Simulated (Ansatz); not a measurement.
## ZnTe: isotropic strain +1.36 %

Consider ZnTe in the zinc blende structure (space group F-43m, No. 216; a = 6.113 Å).

One thing is altered: the cell is scaled by 1.0136 in all directions, atoms relaxed at fixed cell.

All numbers come from r2SCAN/PAW in Ansatz (a first-principles code), no spin-orbit coupling. k-mesh 9×9×9 (Γ-centred); smearing 0.05 eV (Fermi–Dirac).

```json
[
 {"quantity": "volume per atom", "base": "28.56 Å³", "changed": "29.74 Å³", "shift": "+1.18 Å³"},
 {"quantity": "space group", "base": "F-43m (No. 216)", "changed": "F-43m (No. 216)", "shift": "–"},
 {"quantity": "shortest interatomic distance", "base": "2.647 Å", "changed": "2.683 Å", "shift": "+0.036 Å"},
 {"quantity": "energy relative to the base (free energy F)", "base": "0 meV/atom", "changed": "+7.0 meV/atom", "shift": "+7.0 meV/atom"},
 {"quantity": "pressure", "base": "0.01 GPa", "changed": "-1.84 GPa", "shift": "-1.841 GPa"},
 {"quantity": "band gap", "base": "1.79 eV", "changed": "1.59 eV", "shift": "-0.20 eV"},
 {"quantity": "gap character", "base": "direct at Γ", "changed": "direct at Γ", "shift": "–"},
 {"quantity": "mean gap deformation potential ΔEg/Δln V", "base": "–", "changed": "-4.9 eV", "shift": "–"},
 {"quantity": "electron mass", "base": "0.11 mₑ (at Γ)", "changed": "0.10 mₑ (at Γ)", "shift": "–"},
 {"quantity": "hole mass (degenerate bands, along [100])", "base": "0.11, 0.45, 0.45 mₑ (at Γ)", "changed": "0.10, 0.48, 0.48 mₑ (at Γ)", "shift": "–"},
 {"quantity": "valley order (the lowest conduction-band minima on the path, energy above the VBM, named in the base's zone)", "base": "Γ 1.79 eV; L along ⟨111⟩ 2.20 eV; a point along ⟨100⟩, about 0.9 Å⁻¹ from Γ 2.54 eV", "changed": "Γ 1.59 eV; L along ⟨111⟩ 2.14 eV; a point along ⟨100⟩, about 0.9 Å⁻¹ from Γ 2.60 eV", "shift": "–"}
]
```

Spin-orbit coupling, missing from the scalar runs, can matter with Te. Masses are band curvatures over ±0.01 Å⁻¹ around the edge. Whether these cells are dynamically stable was not tested.
